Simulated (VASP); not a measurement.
# MnO2 (R-3m) in VASP: relaxation of cell and atoms with PBE

Aim: the relaxation of cell and atoms of MnO2 with PBE.

Program: VASP 6.6.1. These are calculated values, not measurements. Logs are shortened: lines on timing, memory, paths and dates and some standing lists are left out, and cuts for length are marked.

## Step 1: The structure

The structure is trigonal, space group R-3m (No. 166). Conventional cell: a = 2.836 Å, b = 2.836 Å, c = 12.860 Å, α = 90.00°, β = 90.00°, γ = 120.00°. Around Mn (site symmetry -3m) lie 6 O at 1.94 Å. O (site symmetry 3m) has 3 Mn at 1.94 Å as nearest neighbours.

The cell was built by a generator and needn't be a form met in nature.

## Step 2: Relaxation of cell and atoms, PBE, collinear spin, ferromagnetic start

INCAR

```
SYSTEM = MnO2
ALGO = Fast
EDIFF = 1E-6
EDIFFG = -0.02
ENCUT = 900
GGA = PE
IBRION = 2
ISIF = 3
ISMEAR = -1
ISPIN = 2
LASPH = .True.
LCHARG = .False.
LMAXMIX = 4
LORBIT = 11
LREAL = .False.
LWAVE = .False.
MAGMOM = 4 0 0
NELM = 120
NSW = 40
PREC = Accurate
SIGMA = 0.05
```

KPOINTS

```
k-points
0
Gamma
  8 8 8
  0 0 0
```

POSCAR

```
MnO2
1.0
    1.4178470700      0.8185943900      4.2866856900
   -1.4178470700      0.8185943900      4.2866856900
    0.0000000000     -1.6371887800      4.2866856900
Mn O
1 2
Direct
    0.0000000000      0.0000000000      0.0000000000
    0.2520000000      0.2520000000      0.2520000000
    0.7480000000      0.7480000000      0.7480000000
```

Potentials or basis: VASP PAW PBE potentials, release 64 (Mn_pv, O).

Launch:

```sh
cat potpaw_PBE.64/Mn_pv/POTCAR potpaw_PBE.64/O/POTCAR > POTCAR
mpirun -np 1 vasp_std > vasp.out
```

OUTCAR:

```text
SYSTEM = MnO2
   EDIFF = 1E-6
   EDIFFG = -0.02
   ENCUT = 900
   GGA = PE
   IBRION = 2
   ISIF = 3
   ISMEAR = -1
   ISPIN = 2
   LASPH = .True.
   LORBIT = 11
   LREAL = .False.
   NELM = 120
   NSW = 40
   PREC = Accurate

 ion  position               nearest neighbor table
   1  0.000  0.000  0.000-   3 1.94   3 1.94   2 1.94   2 1.94   3 1.94   2 1.94
   2  0.252  0.252  0.252-   1 1.94   1 1.94   1 1.94
   3  0.748  0.748  0.748-   1 1.94   1 1.94   1 1.94

  LATTYP: Found a trigonal (rhomboedric) cell.
 ALAT       =     4.5886884067
 COS(alpha) =     0.8090535267

  Lattice vectors:

 A1 = (   1.4178470700,   0.8185943900,   4.2866856900)
 A2 = (  -1.4178470700,   0.8185943900,   4.2866856900)
 A3 = (   0.0000000000,  -1.6371887800,   4.2866856900)

Analysis of symmetry for initial positions (statically):
=====================================================================
 Subroutine PRICEL returns:
 Original cell was already a primitive cell.

 Routine SETGRP: Setting up the symmetry group for a
 trigonal (rhombohedral) supercell.

 Subroutine GETGRP returns: Found 12 space group operations
 (whereof 12 operations were pure point group operations)
 out of a pool of 12 trial point group operations.

The static configuration has the point symmetry D_3d.

Analysis of symmetry for dynamics (positions and initial velocities):
=====================================================================
 Subroutine PRICEL returns:
 Original cell was already a primitive cell.

 Routine SETGRP: Setting up the symmetry group for a
 trigonal (rhombohedral) supercell.

 Subroutine GETGRP returns: Found 12 space group operations
 (whereof 12 operations were pure point group operations)
 out of a pool of 12 trial point group operations.

The dynamic configuration has the point symmetry D_3d.

Analysis of structural, dynamic, and magnetic symmetry:
=====================================================================
 Subroutine PRICEL returns:
 Original cell was already a primitive cell.

 Routine SETGRP: Setting up the symmetry group for a
 trigonal (rhombohedral) supercell.

 Subroutine GETGRP returns: Found 12 space group operations
 (whereof 12 operations were pure point group operations)
 out of a pool of 12 trial point group operations.

The overall configuration has the point symmetry D_3d.

 Subroutine INISYM returns: Found 12 space group operations
 (whereof 12 operations are pure point group operations),
 and found     1 'primitive' translations

----------------------------------------------------------------------------------------

                                     Primitive cell

  volume of cell :      29.8518

  direct lattice vectors                    reciprocal lattice vectors
     1.417847070  0.818594390  4.286685690     0.352647342  0.203601037  0.077760153
    -1.417847070  0.818594390  4.286685690    -0.352647342  0.203601037  0.077760153
     0.000000000 -1.637188780  4.286685690     0.000000000 -0.407202074  0.077760153

  length of vectors
     4.588688407  4.588688407  4.588688408     0.414560214  0.414560214  0.414560213

  position of ions in fractional coordinates (direct lattice)
     0.000000000  0.000000000  0.000000000
     0.252000000  0.252000000  0.252000000
     0.748000000  0.748000000  0.748000000

  ion indices of the primitive-cell ions
   primitive index   ion index
                 1           1
                 2           2
                 3           3

----------------------------------------------------------------------------------------

 KPOINTS: k-points

Automatic generation of k-mesh.
 Grid dimensions read from file:
 generate k-points for:    8    8    8

 Generating k-lattice:

  Cartesian coordinates                     Fractional coordinates (reciprocal lattice)
     0.044080918  0.025450130  0.009720019     0.125000000  0.000000000  0.000000000
    -0.044080918  0.025450130  0.009720019     0.000000000  0.125000000  0.000000000
     0.000000000 -0.050900259  0.009720019     0.000000000  0.000000000  0.125000000

  Length of vectors
     0.051820027  0.051820027  0.051820027

  Shift w.r.t. Gamma in fractional coordinates (k-lattice)
     0.000000000  0.000000000  0.000000000

 Subroutine IBZKPT returns following result:
 ===========================================

 Found     65 irreducible k-points:

 Following reciprocal coordinates:
            Coordinates               Weight
  0.000000  0.000000  0.000000      1.000000
  0.125000 -0.000000 -0.000000      6.000000
  0.250000 -0.000000 -0.000000      6.000000
  0.375000 -0.000000 -0.000000      6.000000
  0.500000 -0.000000 -0.000000      3.000000
  0.125000  0.125000 -0.000000      6.000000
[... 16 lines left out ...]
  0.250000  0.125000  0.125000      6.000000
  0.375000  0.125000  0.125000      6.000000
 [... further k-points ...]
   k-points           NKPTS =     65   k-points in BZ     NKDIM =     65   number of bands    NBANDS=     18
   number of dos      NEDOS =    301   number of ions     NIONS =      3
   total plane-waves  NPLWV = 110592
   dimension x,y,z NGX =    48 NGY =   48 NGZ =   48
   dimension x,y,z NGXF=    96 NGYF=   96 NGZF=   96
   ions per type =               1   2
   NGX,Y,Z   is equivalent  to a cutoff of  17.39, 17.39, 17.39 a.u.
   NGXF,Y,Z  is equivalent  to a cutoff of  34.78, 34.78, 34.78 a.u.
 SYSTEM =  MnO2
   PREC   = accura    normal or accurate (medium, high low for compatibility)
   ISTART =      0    job   : 0-new  1-cont  2-samecut
   ICHARG =      2    charge: 1-file 2-atom 10-const
   ISPIN  =      2    spin polarized calculation?
   LNONCOLLINEAR =      F non collinear calculations
   LSORBIT =      F    spin-orbit coupling
   LASPH  =      T    aspherical Exc in radial PAW
   ENCUT  =  900.0 eV  66.15 Ry    8.13 a.u.  11.22 11.22 11.22*2*pi/ulx,y,z
   NELM   =    120;   NELMIN=  2; NELMDL= -5     # of ELM steps
   EDIFF  = 0.1E-05   stopping-criterion for ELM
   LREAL  =      F    real-space projection
   EDIFFG = -.2E-01   stopping-criterion for IOM
   NSW    =     40    number of steps for IOM
   IBRION =      2    ionic relax: 0-MD 1-quasi-New 2-CG
   NFREE  =      1    steps in history (QN), initial steepest desc. (CG)
   ISIF   =      3    stress and relaxation
   ISYM   =      2    0-nonsym 1-usesym 2-fastsym
   POTIM  = 0.5000    time-step for ionic-motion
   TEBEG  =    0.0;   TEEND  =   0.0 temperature during run
   PSTRESS=    0.0 pullay stress
   NELECT =      25.0000    total number of electrons
   NUPDOWN=      -1.0000    fix difference up-down
   EMIN   =  10.00;   EMAX   =-10.00  energy-range for DOS
   EFERMI =   0.00;   METHOD = LEGACY
   ISMEAR =    -1;   SIGMA  =   0.05  broadening in eV -4-tet -1-fermi 0-gaus
   EFERMI_NEDOS =   21; number of points for ismear=-14 and -15
   IALGO  =     68    algorithm
   IMIX   =      4    mixing-type and parameters
     AMIX     =   0.40;   BMIX     =  1.00
     AMIX_MAG =   1.60;   BMIX_MAG =  1.00
  volume/ion in A,a.u.               =       9.95        67.15
  Fermi-wavevector in a.u.,A,eV,Ry     =   1.543113  2.916061 32.398175  2.381199
  Thomas-Fermi vector in A             =   2.648822
   LORBIT       =     11    0 simple, 1 ext, 2 COOP (PROOUT), +10 PAW based schemes
   GGA     = PE    functional components
   LHFCALC =     F    Hartree Fock is set to
   AEXX    =    0.0000 exact exchange contribution
   IVDW    =     0    specifies the selected vdW correction
   LEPSILON=     F    determine dielectric tensor
   LRPA    =     F    only Hartree local field effects (RPA)
 conjugate gradient relaxation of ions
 spin polarized calculation
 RMM-DIIS sequential band-by-band and
  energy-cutoff  :      900.00
  volume of cell :       29.85
 maximum number of plane-waves:      1843
 NGX is ok and might be reduce to    48
   NGX = 23   NGY = 23   NGZ = 23

--------------------------------------- Ionic step        1  -------------------------------------------

 number of electron      25.0000000 magnetization       2.9999830

 Free energy of the ion-electron system (eV)
  ---------------------------------------------------
  ext. energy  EPLUGINS =         0.00000000
  ---------------------------------------------------
  free energy    TOTEN  =       -23.60403381 eV

  energy without entropy =      -23.60402125  energy(sigma->0) =      -23.60402753

------------------------ aborting loop because EDIFF is reached ----------------------------------------

  FORCE on cell =-STRESS in cart. coord.  units (eV):
  Direction    XX          YY          ZZ          XY          YZ          ZX
  --------------------------------------------------------------------------------------
  -------------------------------------------------------------------------------------
  Total        0.2333175      0.2333175     -1.3327070      0.0000000      0.0000000     -0.0000000
  in kB       12.5223804     12.5223805    -71.5276949      0.0000000      0.0000000     -0.0000000
  external PRESSURE =     -15.4943113 kB  Pullay stress =       0.0000000 kB
[... 92 lines left out ...]
  FREE ENERGIE OF THE ION-ELECTRON SYSTEM (eV)
  ---------------------------------------------------
  free  energy   TOTEN  =       -23.7243030477 eV

  energy  without entropy=      -23.7242909467  energy(sigma->0) =      -23.72429700

 E-fermi :   2.7535     XC(G=0): -10.2555

 val. band max:        2.2605686211   @ k =   0.5000   0.3750   0.3750
 cond. band min:       3.2366412644   @ k =   0.0000   0.0000   0.0000
 fundamental gap:      0.9760726433
 Fermi energy:         2.7535163183

 spin component 1

 k-point     1 :       0.0000    0.0000    0.0000
  band No.  band energies     occupation
      1     -47.9656      1.00000
      2     -47.9656      1.00000
      3     -47.9598      1.00000
      4     -16.9642      1.00000
      5     -14.8177      1.00000
      6      -3.5993      1.00000
[... 481 lines left out ...]
      5     -15.0215      1.00000
      6      -3.5825      1.00000
[... 10 lines left out ...]
     17      11.7297      0.00000
     18      14.2313      0.00000

 [... further k-points ...]

 spin component 2

 k-point     1 :       0.0000    0.0000    0.0000
  band No.  band energies     occupation
      1     -44.8735      1.00000
      2     -44.8735      1.00000
      3     -44.6915      1.00000
      4     -16.8387      1.00000
      5     -14.7373      1.00000
      6      -2.7214      1.00000
[... 481 lines left out ...]
      5     -14.9284      1.00000
      6      -2.8097      1.00000
[... 10 lines left out ...]
     17      12.0083      0.00000
     18      14.7234      0.00000

 [... further k-points ...]

[... ionic steps 4 to 18 ...]

--------------------------------------- Ionic step       19  -------------------------------------------

 number of electron      25.0000002 magnetization       2.9999953

------------------------ aborting loop because EDIFF is reached ----------------------------------------
[... 69 lines left out ...]
--------------------------------------- Ionic step       21  -------------------------------------------

 number of electron      25.0000003 magnetization       2.9999957

 Free energy of the ion-electron system (eV)
  ---------------------------------------------------
  ext. energy  EPLUGINS =         0.00000000
  ---------------------------------------------------
  free energy    TOTEN  =       -23.84975485 eV

  energy without entropy =      -23.84975239  energy(sigma->0) =      -23.84975362

 E-fermi :   2.5786     XC(G=0): -10.1196

 val. band max:        2.0877248649   @ k =   0.5000   0.5000   0.3750
 cond. band min:       3.0587769976   @ k =   0.0000   0.0000   0.0000
 fundamental gap:      0.9710521327
 Fermi energy:         2.5786441523

 spin component 1

 k-point     1 :       0.0000    0.0000    0.0000
  band No.  band energies     occupation
      1     -48.1317      1.00000
      2     -48.1317      1.00000
      3     -48.1262      1.00000
      4     -17.1738      1.00000
      5     -15.0331      1.00000
      6      -3.7771      1.00000
[... 481 lines left out ...]
      5     -15.2279      1.00000
      6      -3.7833      1.00000
[... 10 lines left out ...]
     17      11.4920      0.00000
     18      14.0143      0.00000

 [... further k-points ...]

 spin component 2

 k-point     1 :       0.0000    0.0000    0.0000
  band No.  band energies     occupation
      1     -45.0464      1.00000
      2     -45.0464      1.00000
      3     -44.8694      1.00000
      4     -17.0417      1.00000
      5     -14.9450      1.00000
      6      -2.8878      1.00000
[... 481 lines left out ...]
      5     -15.1273      1.00000
      6      -3.0084      1.00000
[... 10 lines left out ...]
     17      11.7497      0.00000
     18      14.4934      0.00000

 [... further k-points ...]
[... 5 lines left out ...]
  --------------------------------------------------------------------------------------
  -------------------------------------------------------------------------------------
  Total       -0.0002558     -0.0002558      0.0471392      0.0000000     -0.0000000     -0.0000000
  in kB       -0.0113946     -0.0113946      2.0998176      0.0000000     -0.0000000     -0.0000000
  external PRESSURE =       0.6923428 kB  Pullay stress =       0.0000000 kB
[... 18 lines left out ...]
  FREE ENERGIE OF THE ION-ELECTRON SYSTEM (eV)
  ---------------------------------------------------
  free  energy   TOTEN  =       -23.8497548530 eV

  energy  without entropy=      -23.8497523911  energy(sigma->0) =      -23.84975362

 reached required accuracy - stopping structural energy minimisation

 total charge

# of ion       s       p       d       tot
------------------------------------------
    1        0.345   6.444   4.894  11.683
    2        1.577   3.404   0.000   4.982
    3        1.577   3.404   0.000   4.982
--------------------------------------------------
tot          3.500  13.253   4.894  21.647

 magnetization (x)

# of ion       s       p       d       tot
------------------------------------------
    1        0.031   0.039   2.791   2.861
    2        0.004   0.028   0.000   0.032
    3        0.004   0.028   0.000   0.032
--------------------------------------------------
tot          0.038   0.095   2.791   2.924
```

Wall time 59 min (1 thread of Intel Xeon Platinum 8559C (Emerald Rapids), shared host); peak memory 0.51 GiB.

What came out:

```
Free energy                                           : -23.8498 eV
Relaxed volume                                        : 11.99 Å³/atom
Relaxed cell                                          : a = 5.262 Å, b = 5.262 Å, c = 5.262 Å, α = 31.81°, β = 31.81°, γ = 31.81°
Space group after relaxing (to 0.05 Å)                : R-3m (No. 166)
Energy gained by relaxing                             : 81.9 meV/atom
Ionic steps                                           : 21
Pressure after relaxing                               : 0.1 GPa
Largest force after relaxing                          : 0.005 eV/Å
Band gap on the k mesh                                : 0.97 eV, indirect (least direct gap 1.03 eV)
Net moment                                            : 3.00 μB per cell
Site moments                                          : Mn +2.86; O +0.03 μB
Valence electrons inside the program's atomic spheres : Mn 11.68; O 4.98
```

Forces in eV/Å, atoms in the order of the input:
```
Mn   0.000  0.000  0.000
O    0.000  0.000 -0.005
O    0.000  0.000  0.005
```

Stress tensor (GPa, compression positive):
```
0.00 0.00 0.00
0.00 0.00 0.00
0.00 0.00 0.21
```

Step by step:
```tsv
step	energy change (eV)	largest force (eV/Å)	pressure (GPa)	volume (Å³)
1	0.0000	1.6439	-1.55	29.85
2	-0.1148	0.2176	11.10	29.43
3	-0.1203	0.1289	8.65	29.51
4	-0.1698	0.1923	-1.39	31.57
5	-0.1710	0.1839	-0.20	31.28
6	-0.1881	0.0659	0.48	31.63
7	-0.2159	0.2984	3.09	32.65
8	-0.2181	0.4674	4.53	33.12
9	-0.2258	0.3744	3.44	33.47
10	-0.2396	0.1032	0.52	34.54
11	-0.2324	0.4022	-4.21	36.71
12	-0.2421	0.0611	-1.16	35.28
13	-0.2432	0.0636	-0.95	35.37
14	-0.2451	0.0686	-0.30	35.65
15	-0.2452	0.0694	-0.10	35.71
16	-0.2452	0.0709	-0.11	35.73
17	-0.2452	0.0711	-0.01	35.75
18	-0.2454	0.0379	0.21	35.77
19	-0.2455	0.0049	0.50	35.79
20	-0.2456	0.0053	0.30	35.87
21	-0.2457	0.0049	0.07	35.97
```

Final structure:
```
Mn O
1.0
     1.44221    0.83266    4.99189
    -1.44221    0.83266    4.99189
     0.00000   -1.66532    4.99189
Mn O
1 2
Direct
  0.00000 0.00000 0.00000
  0.26959 0.26959 0.26959
  0.73041 0.73041 0.73041
```

Caveat: the volume moved by over 15 % at a fixed basis, so the end points are rough; a cell with one magnetic atom can't hold antiferromagnetic order, which such compounds often take. PBE gaps usually lie below the measured ones, often by a third to a half.
